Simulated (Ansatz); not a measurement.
TePt:

```
CELL_PARAMETERS angstrom
4.26288 0.00000 0.00000
-2.13144 3.69176 0.00000
0.00000 0.00000 5.66177
ATOMIC_POSITIONS crystal
Pt 0.00000 0.00000 0.00000
Pt 0.00000 0.00000 0.50000
Te 0.33333 0.66667 0.25000
Te 0.66667 0.33333 0.75000
```

Measurements of this composition are mostly on another form, of space group No. 166.

* Program: Ansatz 0.2.0
* Task: relaxation of cell and atoms
* Functional: PBE0
* Potentials or basis: Ansatz PAW
* Cutoff: 420 eV (not typed: the program's choice for these potentials)
* k mesh: 4 × 4 × 4
* Occupations: fermi-dirac, width 0.05 eV
* Spin: no spin polarisation

At the start: volume 22.28 Å³/atom.

Where does the relaxation end?

It ends after 4 steps and the volume is 21.55 Å³/atom (-3.3 %); space group P6_3/mmc (No. 194, to 0.05 Å).

Step by step:
```csv
step,energy change (eV),largest force (eV/Å),volume (Å³)
1,0.0000,0.0000,89.10
2,-0.0398,0.0000,86.61
3,-0.0409,0.0000,86.18
4,-0.0396,0.0000,86.18
```

Final structure:
```yaml
crystal:
  lattice:
    - [4.21484, 0.00000, 0.00000]
    - [-2.10742, 3.65016, 0.00000]
    - [0.00000, 0.00000, 5.60163]
  atoms:
    - { symbol: Pt, position: [0.00000, 0.00000, 0.00000] }
    - { symbol: Pt, position: [0.00000, 0.00000, 0.50000] }
    - { symbol: Te, position: [0.33333, 0.66667, 0.25000] }
    - { symbol: Te, position: [0.66667, 0.33333, 0.75000] }
```

Caveat: the k mesh is coarse (spacing up to 0.43 Å⁻¹), so the values aren't converged, least of all with exact exchange; the plane-wave basis is chosen anew once the cell has moved, so the energies of steps on either side of that aren't comparable; the PAW data sets come from PBE, with cores solved anew for the run's functional, which leaves a small shift of forces and pressure.
